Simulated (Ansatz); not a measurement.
# CuO (Tenorite) (Cc) in Ansatz: reference runs

Reference runs on CuO (Tenorite): the cell as given and a disturbed copy.

Everything below comes from runs of Ansatz 0.2.0. Logs are shortened: lines on timing, memory, paths and dates and some standing lists are left out, and cuts for length are marked.

## Step 1: Starting point

Symmetry: Cc, No. 9, monoclinic system. The conventional cell has a = 4.689 Å, b = 3.427 Å, c = 5.132 Å, α = 90.00°, β = 99.65°, γ = 90.00°. Cu (site symmetry 1) has 4 O at 1.91 to 2.02 Å as nearest neighbours. O (site symmetry 1) is surrounded by 4 Cu at 1.91 to 2.02 Å.

## Step 2: Single point, PBE

input.yaml

```yaml
crystal:
  lattice:
    - [2.34465, -1.7134, 0.0]
    - [2.34465, 1.7134, 0.0]
    - [-0.8605543552, 0.0, 5.0594363927]
  atoms:
    - { symbol: Cu, position: [0.4968, 0.0032, 0.5] }
    - { symbol: Cu, position: [0.0032, 0.4968, 0.0] }
    - { symbol: O, position: [0.4056, 0.5714, 0.7537] }
    - { symbol: O, position: [0.5714, 0.4056, 0.2537] }
hamiltonian:
  xc: pbe
  pseudopotentials: { kind: paw }
kpoints:
  mp_grid: { grid: [10, 10, 5] }
scf:
  occupations: { method: fermi_dirac, width: 0.05 }
output:
  forces: true
  stress: true
  eigenvalues: true
  write_density: true
  write_potential: true
  elf: true
  volumetric_format: npy
```

Potentials or basis: Ansatz PAW.

Launch:

```console
$ ansatz run input.yaml --threads 2 --pin off --max-ram 5632MiB --backend cpu --events-out ev --progress --plain --runs-dir out
```

Output:

```text
Warning: RAYON_NUM_THREADS=2 ignored (pool sized by the plan → 2); use --threads N
Engine: ansatz 0.2.0, x86_64-unknown-linux-gnu
Pseudopotentials: kind: paw
Pseudopotential: Cu, paw, valence charge 19, recommended cutoff 420 eV (normal), Cu.paw.azcp
Pseudopotential: O, paw, valence charge 6, recommended cutoff 420 eV (normal), O.paw.azcp
Functional definition: PBE
  parameter kappa = 0.804
  parameter beta = 0.06672455060314922
  exchange = pbe_x(kappa = kappa, mu = beta*pi^2/3)
  correlation = pbe_c(beta = beta)
Crystal: 4 atoms, lattice volume = 40.651 Å³
Basis set: ecut = 420 eV, 789 PW (Γ), exchange–correlation on 40×40×72 points (8 copies of the dense FFT grid, shifted against one another)
Bands: 30, of which v1, the nominal top of the filled ones, is band 25 counted from 1 (24 counted from 0)
Symmetry: 2 space group operations
Space group: Cc (ITA 9), of the structure as read, at distance tolerance 3.4e-5 Å
k-points: 141 of 500 (time reversal used)
Non-local potential: Cu, projectors of the file, l = 0: 3, l = 1: 2, l = 2: 3, l = 3: 1
Non-local potential: O, projectors of the file, l = 0: 2, l = 1: 2, l = 2: 1
PAW form: soft (Blöchl's): semilocal exchange-correlation on the pseudo side does not see the compensation charge
PAW one-centre angular grid: Cu, 590 points (default); XC on 64 Gauss nodes
PAW one-centre angular grid: O, 110 points (default); XC on 64 Gauss nodes
Initial density: superposition of atomic densities (neutral atoms: chi_scale 0, normalization atom), corrected by the library's trained network
Initial wavefunctions: pseudopotential atomic-orbital guess
Functional: x = pbe(κ = 0.804, μ = 0.2195149727645171), c = pbe(β = 0.06672455060314922)
SCF iter   1: F=—  HF=-14382.318327 eV  |F-HF|=—  |Δ(HF+E_count)|=         —  Δρ=4.82e-3  dr2=2.33e-3  ethr=1.77e-3  ⟨swp⟩=5.8  Hψ=14717  notcnv=0
preconditioner: auto → Kerker (q_TF=auto, 2.824 Å⁻¹)  [metal: Δε(μ)=0.018 eV  Ē_g=11.228 eV  σ=0.050 eV  W_gap=0.09  n_scr=20 (ndim 8)  ℏωp=34.0 eV  f_vac=0.000  D(μ)=2.34/eV (n_scr^D=26)]
SCF iter   2: F=—  HF=-14382.317999 eV  |F-HF|=—  |Δ(HF+E_count)|=   3.28e-4  Δρ=2.38e-3  dr2=7.08e-4  ethr=4.67e-6  ⟨swp⟩=2.0  Hψ=7716  notcnv=0
SCF iter   3: F=—  HF=-14382.317871 eV  |F-HF|=—  |Δ(HF+E_count)|=   1.28e-4  Δρ=3.75e-4  dr2=4.65e-5  ethr=1.42e-6  ⟨swp⟩=2.7  Hψ=5954  notcnv=0
SCF iter   4: F=—  HF=-14382.317863 eV  |F-HF|=—  |Δ(HF+E_count)|=   8.12e-6  Δρ=1.30e-4  dr2=6.08e-6  ethr=9.30e-8  ⟨swp⟩=2.0  Hψ=6641  notcnv=0
SCF iter   5: F=—  HF=-14382.317864 eV  |F-HF|=—  |Δ(HF+E_count)|=   9.14e-7  Δρ=4.55e-5  dr2=6.20e-7  ethr=1.22e-8  ⟨swp⟩=2.1  Hψ=6601  notcnv=0
SCF iter   6: F=—  HF=-14382.317864 eV  |F-HF|=—  |Δ(HF+E_count)|=   2.20e-7  Δρ=2.92e-5  dr2=2.25e-7  ethr=2.00e-10  ⟨swp⟩=9.0  Hψ=33554  notcnv=0
SCF iter   7: F=-14382.317864 eV  HF=-14382.317864 eV  |F-HF|=9.16e-9  |Δ(HF+E_count)|=   7.58e-8  Δρ=7.94e-6  dr2=1.38e-8  ethr=2.00e-10  ⟨swp⟩=8.2  Hψ=26588  notcnv=0
SCF 1 converged in 7 iterations: F = -14382.317864 eV  dr2 = 1.38e-8
SCF converged after 7 iterations
Free energy (F): -14382.317864 eV
Harris-Foulkes:  -14382.317864 eV  (|F-HF|=9.16e-9)
Internal energy: -14382.298720 eV  (E = F + TS)
E sigma→0 (E₀):  -14382.308292 eV
Entropy (-TS):   -0.019144 eV (-4.786 meV/atom)
Fermi energy:    12.194980 eV
--- Per-component energies (eV) ---
  E_band       = -856.594245
  E_kinetic    = 943.096232
  E_local      = -9675.783805  (includes V_loc(G=0)·N_el)
  E_nonlocal   = 879.213069
  E_hartree    = 4191.719772
  E_xc         = -323.891079
  E_vxc        = -415.793119  (∫ρ·V_xc dr)
  E_paw        = -3639.821002  (= ΣΔE_a)
  E_vpaw       = -970.772857  (= ΣTr[D̂ρ^β])
  E_aug_tail   = 0.005471  (compensation charges beyond the density's cutoff)
  E_ewald      = -6756.837377
  E_smearing   = -0.019144  (= −TS)
  E_closure    = -0.000000  (closes the sum)
  Σ components = -14382.317864   (vs F -14382.317864, Δ=0.00e0)
--- Forces (eV/Å), atoms counted from 1 ---
  atom   1  Cu    -0.62911148    -0.34702354     0.24343303
  atom   2  Cu    -0.62911148     0.34702354     0.24343303
  atom   3  O      0.62911144    -0.30776810    -0.24342890
  atom   4  O      0.62911144     0.30776810    -0.24342890
  max |Σ_I F_I| component: 8.27e-6 eV/Å
--- Stress (GPa, compression-positive) ---
        5.471370       0.000000      -1.737939
        0.000000       6.672780       0.000000
       -1.737937       0.000000       4.945528
  P = ⅓ Tr σ = 5.6966 GPa (56.966 kbar)
--- Band table (eV; the first three rows and the last of 141) ---
  k-point 0: bands = ["-100.3861", "-100.3855", "-57.9196", "-57.9194", "-57.8920", "-57.8830", "-57.4737", "-57.4733", "-7.7610", "-6.4370", "4.0238", "6.6319", "6.9929", "8.8049", "8.8829", "8.9525", "9.1486", "9.4272", "9.5071", "9.6780", "9.8825", "9.9873", "10.0698", "10.5474", "12.4055", "13.1112", "13.8693", "18.1952", "20.3007", "25.4865"]
  k-point 1: bands = ["-100.3860", "-100.3856", "-57.9196", "-57.9194", "-57.8912", "-57.8839", "-57.4737", "-57.4733", "-7.6540", "-6.5887", "4.3977", "6.7161", "7.0126", "8.1767", "8.5683", "8.6408", "9.2236", "9.3852", "9.6719", "9.7419", "9.9381", "10.1178", "10.3586", "10.4503", "12.3740", "12.9642", "14.4034", "17.6290", "21.1441", "25.5237"]
  k-point 2: bands = ["-100.3859", "-100.3857", "-57.9195", "-57.9194", "-57.8889", "-57.8861", "-57.4736", "-57.4734", "-7.3582", "-6.9548", "5.4022", "6.6919", "6.9347", "7.1973", "8.1619", "8.2038", "9.3916", "9.4752", "9.7769", "9.8053", "9.8998", "10.0896", "10.6006", "10.7190", "12.3463", "12.6102", "15.5067", "16.6333", "22.8533", "24.7883"]
  k-point 140: bands = ["-100.3845", "-100.3844", "-57.9332", "-57.9321", "-57.8873", "-57.8856", "-57.4821", "-57.4812", "-6.3689", "-6.2590", "5.3426", "5.8411", "6.5285", "6.5976", "7.0128", "7.3995", "9.3632", "9.6515", "9.9362", "9.9557", "10.4649", "10.4759", "10.8633", "10.9554", "11.5129", "12.1577", "16.8236", "17.9779", "20.8052", "21.4823"]
```

rho_z.tsv:

```text
# z_ang	rho[e/angstrom^3]
# format = ansatz-planar-average/11
# lattice	2.344650000	-1.713400000	0.000000000
# lattice	2.344650000	1.713400000	0.000000000
# lattice	-0.860554355	0.000000000	5.059436393
# sites	4
# site	29	0.742047822	-0.845734240	2.529718196
# site	29	1.172325000	0.845734240	0.000000000
# site	8	1.642123232	0.284081720	3.813297209
# site	8	2.072400410	-0.284081720	1.283579013
0.000000	3.334751e0
0.142558	2.837684e0
0.285117	1.823413e0
0.427675	1.009253e0
0.570233	6.024990e-1
0.712792	4.874076e-1
[... 28 lines left out ...]
4.846983	1.830504e0
4.989542	2.840646e0
```

v_z.tsv:

```text
# z_ang	v_es[eV]	v_tot[eV]
# format = ansatz-planar-average/11
# xc	pbe
# density_cutoff_ev	1680
# datasets	Cu=:simpson_from_first_knot:soft	O=:simpson_from_first_knot:soft
# lattice	2.344650000	-1.713400000	0.000000000
# lattice	2.344650000	1.713400000	0.000000000
# lattice	-0.860554355	0.000000000	5.059436393
# sites	4
# site	29	0.742047822	-0.845734240	2.529718196
# site	29	1.172325000	0.845734240	0.000000000
# site	8	1.642123232	0.284081720	3.813297209
# site	8	2.072400410	-0.284081720	1.283579013
0.000000	8.152171e-1	-1.106906e1
0.142558	1.240594e0	-1.051381e1
0.285117	2.522272e0	-8.934525e0
0.427675	4.624789e0	-6.524663e0
0.570233	7.124569e0	-3.866943e0
0.712792	8.600153e0	-2.437948e0
[... 28 lines left out ...]
4.846983	2.496297e0	-9.036001e0
4.989542	1.237412e0	-1.055350e1
```

Run time: 20 s. Hardware: 2 threads of AMD EPYC (Zen 3), shared host; peak memory 0.42 GiB.

What came out:

| Property | Result |
| --- | --- |
| Free energy | -14382.3179 eV |
| Pressure | 5.7 GPa |
| Largest force | 0.759 eV/Å |
| Band gap on the k mesh | none (metal or under the smearing width) |

Forces in eV/Å, atoms in the order of the input:
```
Cu  -0.629 -0.347  0.243
Cu  -0.629  0.347  0.243
O    0.629 -0.308 -0.243
O    0.629  0.308 -0.243
```

Levels at points of the mesh, in eV from the Fermi level:
| k point | band 21 | band 22 | band 23 | band 24 | band 25 | band 26 | band 27 | band 28 | band 29 | band 30 |
| --- | --- | --- | --- | --- | --- | --- | --- | --- | --- | --- |
| (0.00, 0.00, 0.00) | -2.31 | -2.21 | -2.13 | -1.65 | 0.21 | 0.92 | 1.67 | 6.00 | 8.11 | 13.29 |
| (0.00, -0.50, 0.00) | -2.05 | -1.59 | -1.49 | -1.39 | -0.03 | 0.29 | 4.85 | 6.26 | 6.90 | 11.05 |
| (-0.50, -0.50, 0.00) | -2.12 | -2.11 | -1.66 | -1.21 | -0.65 | 1.06 | 3.33 | 7.00 | 8.50 | 9.93 |

Caveat: the pressure holds a Pulay correction of +0.7 GPa for the finite cutoff; the run has no spin polarisation, though such a crystal can be magnetic; semilocal functionals often make such compounds metallic where correlation or magnetic order opens a gap, which also shifts bond lengths. With open d or f shells a metallic result of PBE can be an artefact of self-interaction; +U or a hybrid may open a gap.

## Step 3: Single point, PBE (atoms moved at random, drawn with an rms of 0.05 Å)

input.yaml

```yaml
crystal:
  lattice:
    - [2.34465, -1.7134, 0.0]
    - [2.34465, 1.7134, 0.0]
    - [-0.8605543552, 0.0, 5.0594363927]
  atoms:
    - { symbol: Cu, position: [0.505702, -0.009996, 0.495236] }
    - { symbol: Cu, position: [0.011543, 0.501015, -0.002723] }
    - { symbol: O, position: [0.400118, 0.577525, 0.760988] }
    - { symbol: O, position: [0.576347, 0.414077, 0.25814] }
hamiltonian:
  xc: pbe
  pseudopotentials: { kind: paw }
kpoints:
  mp_grid: { grid: [10, 10, 5] }
scf:
  occupations: { method: fermi_dirac, width: 0.05 }
output:
  forces: true
  stress: true
  eigenvalues: true
```

Potentials or basis: Ansatz PAW.

Launch:

```console
$ ansatz run input.yaml --threads 2 --pin off --max-ram 5632MiB --backend cpu --events-out ev --progress --plain --runs-dir out
```

Output:

```text
Warning: RAYON_NUM_THREADS=2 ignored (pool sized by the plan → 2); use --threads N
Engine: ansatz 0.2.0, x86_64-unknown-linux-gnu
Pseudopotentials: kind: paw
Pseudopotential: Cu, paw, valence charge 19, recommended cutoff 420 eV (normal), Cu.paw.azcp
Pseudopotential: O, paw, valence charge 6, recommended cutoff 420 eV (normal), O.paw.azcp
Functional definition: PBE
  parameter kappa = 0.804
  parameter beta = 0.06672455060314922
  exchange = pbe_x(kappa = kappa, mu = beta*pi^2/3)
  correlation = pbe_c(beta = beta)
Crystal: 4 atoms, lattice volume = 40.651 Å³
Basis set: ecut = 420 eV, 789 PW (Γ), exchange–correlation on 40×40×72 points (8 copies of the dense FFT grid, shifted against one another)
Bands: 30, of which v1, the nominal top of the filled ones, is band 25 counted from 1 (24 counted from 0)
Symmetry: 1 space group operations
Space group: P1 (ITA 1), of the structure as read, at distance tolerance 3.4e-5 Å
k-points: 252 of 500 (time reversal used)
Non-local potential: Cu, projectors of the file, l = 0: 3, l = 1: 2, l = 2: 3, l = 3: 1
[... 21 lines left out ...]
Internal energy: -14382.220993 eV  (E = F + TS)
E sigma→0 (E₀):  -14382.230395 eV
Entropy (-TS):   -0.018805 eV (-4.701 meV/atom)
Fermi energy:    12.186178 eV
--- Per-component energies (eV) ---
  E_band       = -856.924348
  E_kinetic    = 943.249995
  E_local      = -9680.102096  (includes V_loc(G=0)·N_el)
  E_nonlocal   = 879.266401
  E_hartree    = 4193.603055
  E_xc         = -323.922783
  E_vxc        = -415.835462  (∫ρ·V_xc dr)
  E_paw        = -3639.797886  (= ΣΔE_a)
  E_vpaw       = -970.698728  (= ΣTr[D̂ρ^β])
  E_aug_tail   = 0.005365  (compensation charges beyond the density's cutoff)
  E_ewald      = -6754.523044
  E_smearing   = -0.018805  (= −TS)
  E_closure    = -0.000000  (closes the sum)
  Σ components = -14382.239798   (vs F -14382.239798, Δ=0.00e0)
--- Forces (eV/Å), atoms counted from 1 ---
  atom   1  Cu    -0.21195887     0.22804638     0.87702481
  atom   2  Cu    -1.11895486     0.52012460     0.81096587
  atom   3  O      0.90702846    -0.75254387    -1.05155854
  atom   4  O      0.42388541     0.00437062    -0.63642124
  max |Σ_I F_I| component: 1.09e-5 eV/Å
--- Stress (GPa, compression-positive) ---
        6.977848      -0.011856      -2.762680
       -0.011854       6.851274       0.740865
       -2.762679       0.740867       5.763504
  P = ⅓ Tr σ = 6.5309 GPa (65.309 kbar)
--- Band table (eV; the first three rows and the last of 252) ---
  k-point 0: bands = ["-100.4404", "-100.3480", "-57.9874", "-57.9418", "-57.8842", "-57.8420", "-57.5140", "-57.4437", "-7.7666", "-6.4493", "4.0290", "6.5796", "6.9655", "8.5905", "8.7794", "8.9025", "9.1784", "9.3797", "9.7105", "9.7772", "9.8937", "10.0137", "10.1239", "10.5589", "12.3993", "13.1081", "13.8625", "18.1965", "20.2962", "25.4569"]
  k-point 1: bands = ["-100.4405", "-100.3480", "-57.9874", "-57.9417", "-57.8842", "-57.8420", "-57.5140", "-57.4437", "-7.6607", "-6.5993", "4.3979", "6.6554", "6.9876", "8.0691", "8.5128", "8.6188", "9.2322", "9.3853", "9.7318", "9.7877", "9.9408", "10.1494", "10.3754", "10.4915", "12.3715", "12.9653", "14.4010", "17.6307", "21.1352", "25.4917"]
  k-point 2: bands = ["-100.4404", "-100.3480", "-57.9874", "-57.9416", "-57.8842", "-57.8421", "-57.5140", "-57.4437", "-7.3700", "-6.9590", "5.3853", "6.6144", "6.9301", "7.1441", "8.1503", "8.2054", "9.3760", "9.4601", "9.7646", "9.8519", "9.9007", "10.1111", "10.6142", "10.7642", "12.3496", "12.6204", "15.5080", "16.6353", "22.8323", "24.7525"]
  k-point 251: bands = ["-100.4391", "-100.3467", "-57.9997", "-57.9415", "-57.8963", "-57.8423", "-57.5222", "-57.4518", "-6.3933", "-6.2538", "5.3231", "5.8244", "6.5208", "6.5935", "7.0438", "7.4106", "9.3462", "9.6465", "9.8809", "9.9585", "10.4763", "10.4952", "10.8614", "10.9560", "11.4920", "12.1210", "16.8389", "17.9768", "20.7918", "21.4571"]
```

Run time: 24 s. Hardware: 2 threads of AMD EPYC (Zen 3), shared host; peak memory 0.5 GiB.

Results:

| Quantity | Value |
| --- | --- |
| Free energy | -14382.2398 eV |
| Pressure | 6.5 GPa |
| Largest force | 1.579 eV/Å |
| Band gap on the k mesh | none (metal or under the smearing width) |

Forces on the atoms (eV/Å):
```
Cu  -0.212  0.228  0.877
Cu  -1.119  0.520  0.811
O    0.907 -0.753 -1.052
O    0.424  0.004 -0.636
```

Stress tensor (GPa, compression positive):
```
 6.98 -0.01 -2.76
-0.01  6.85  0.74
-2.76  0.74  5.76
```

Levels at points of the mesh, in eV from the Fermi level:
| k point | band 22 | band 23 | band 24 | band 25 | band 26 | band 27 | band 28 | band 29 |
| --- | --- | --- | --- | --- | --- | --- | --- | --- |
| (0.00, 0.00, 0.00) | -2.17 | -2.06 | -1.63 | 0.21 | 0.92 | 1.68 | 6.01 | 8.11 |
| (0.00, -0.50, 0.00) | -1.58 | -1.48 | -1.35 | -0.11 | 0.36 | 4.87 | 6.27 | 6.88 |
| (-0.50, 0.00, 0.00) | -1.57 | -1.48 | -1.37 | 0.00 | 0.27 | 4.92 | 6.28 | 6.91 |
| (-0.50, -0.50, 0.00) | -2.08 | -1.67 | -1.21 | -0.65 | 1.01 | 3.38 | 6.95 | 8.55 |

Caveat: the pressure holds a Pulay correction of +0.7 GPa for the finite cutoff; the run has no spin polarisation, though such a crystal can be magnetic; semilocal functionals often make such compounds metallic where correlation or magnetic order opens a gap, which also shifts bond lengths.
